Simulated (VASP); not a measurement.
## Ga under changes of volume

One of the cells (18.555 Å³/atom); the others are scaled copies at fixed shape and fractional positions:

```
CELL_PARAMETERS angstrom
2.79682 0.00000 0.00000
0.00000 3.30334 0.00000
-1.35233 0.00000 4.01670
ATOMIC_POSITIONS crystal
Ga 0.13460 0.75000 0.77017
Ga 0.86540 0.25000 0.22983
```

This isn't the form of Ga at room conditions, which is orthorhombic.

* Program: VASP 6.6.1
* Functional: PBEsol
* Potentials or basis: VASP PAW PBE potentials, release 64 (Ga_d)
* Cutoff: 520 eV
* k mesh: 10 × 8 × 7
* Occupations: fermi-dirac, width 0.05 eV
* Spin: no spin polarisation

```csv
volume (Å³/atom),energy over the lowest point (meV/atom),pressure (GPa),largest force (eV/Å)
17.100,9.43,3.6,0.096
17.463,?,?,?
17.827,0.00,0.6,0.080
18.555,2.50,-1.7,0.065
18.919,7.36,-2.6,0.057
19.283,14.37,-3.5,0.050
```

Task: What does the run at 17.463 Å³/atom give?

Result: Energy over the lowest point 3.04 meV/atom; pressure 2.0 GPa; largest force 0.088 eV/Å.

Worked out: A Birch-Murnaghan fit of order 3 (a polynomial in V^(-2/3)) to the other rows has its minimum at 18.02 Å³/atom with B0 = V·E''(V) = 61 GPa and B' = 4.9 at fixed shape and positions, which overstates the stiffness. It gives 3.06 meV/atom at 17.463 Å³/atom, against the run's 3.04, and -dE/dV = 2.0 GPa, against 2.0.

Energies are extrapolated to zero smearing.

Caveats: the PAW data sets were made with another functional, which shifts forces and pressure a little.
